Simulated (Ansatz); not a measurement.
**Ga in Ansatz: the effect of functional**

Crystal: Ga.

```
Ga
1.0
     2.79682    0.00000    0.00000
     0.00000    3.30334    0.00000
    -1.35233    0.00000    4.01670
Ga
2
Direct
  0.13460 0.75000 0.77017
  0.86540 0.25000 0.22983
```

This isn't the form of Ga at room conditions, which is orthorhombic.

The cell isn't the ideal one: volume scaled by 1.02.

Alike in all runs:

```yaml
Program: Ansatz 0.2.0
Task: single point
Potentials_or_basis: Ansatz PAW
k_mesh: 10 × 8 × 7
Occupations: fermi-dirac, width 0.05 eV
Spin: no spin polarisation
```

One run gave: pressure -3.8 GPa; largest force 0.06 eV/Å. Which functional did it use?
A. LDA
B. r2SCAN
C. PBEsol

A.

| functional | cutoff | pressure (GPa) | largest force (eV/Å) |
| --- | --- | --- | --- |
| LDA | 420 eV (not typed: the program's choice for these potentials) | -3.8 | 0.06 |
| PBEsol | 420 eV (not typed: the program's choice for these potentials) | -1.7 | 0.06 |
| r2SCAN | 500 eV (not typed: the program's choice for these potentials) | -1.2 | 0.05 |

Caveats: the PAW data sets come from PBE, with cores solved anew for the run's functional, which leaves a small shift of forces and pressure.

Runs at the PBE level aren't shown here.
